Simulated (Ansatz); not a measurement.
Stiffness of KI from strained cells

```yaml
crystal:
  lattice:
    - [0.00000, 3.52455, 3.52455]
    - [3.52455, 0.00000, 3.52455]
    - [3.52455, 3.52455, 0.00000]
  atoms:
    - { symbol: K, position: [0.00000, 0.00000, 0.00000] }
    - { symbol: I, position: [0.50000, 0.50000, 0.50000] }
```

Atoms are numbered in the order listed.

The cell is COD entry 9009735, as deposited and not checked against the literature; nothing was relaxed.

No spin–orbit coupling, which matters for the heavy atoms here.

All numbers below come from DFT, PBE, all-electron LAPW, scalar-relativistic in Ansatz 0.2.0.

The runs use a Γ-centred 6×6×6 k mesh, Fermi–Dirac smearing of 0.02 eV, basis error target 0.25 meV/atom, no spin polarisation.

The unstrained cell is at 0.68 GPa. Large strains and very small stresses are left out. Each strain is applied once, with fractional coordinates held (clamped ions), and σ below is the change of stress, positive in tension. One finite strain gives stress–strain coefficients at this pressure with an error of the order of the strain times third-order constants, a few per cent for each per cent of strain.

Problem. With z strained by +3 % at fixed volume, the run gives σzz − σxx = 1.13 GPa and εzz − εxx = 0.0447. Which stiffness follows?

Solution. C11 − C12 = (σzz − σxx)/(εzz − εxx) = 25 GPa.

Problem. Scaling the volume by 0.9800 and 1.0200 gives 0.97 GPa and 0.42 GPa. Combine this with the best C11 − C12 to estimate C11 and C12.

Solution. B = −ΔP/Δln V = 13.8 GPa = (C11 + 2 C12)/3; with C11 − C12 = 25.2 GPa, C11 = B + (2/3)(C11 − C12) = 31 GPa and C12 = B − (C11 − C12)/3 = 5 GPa.
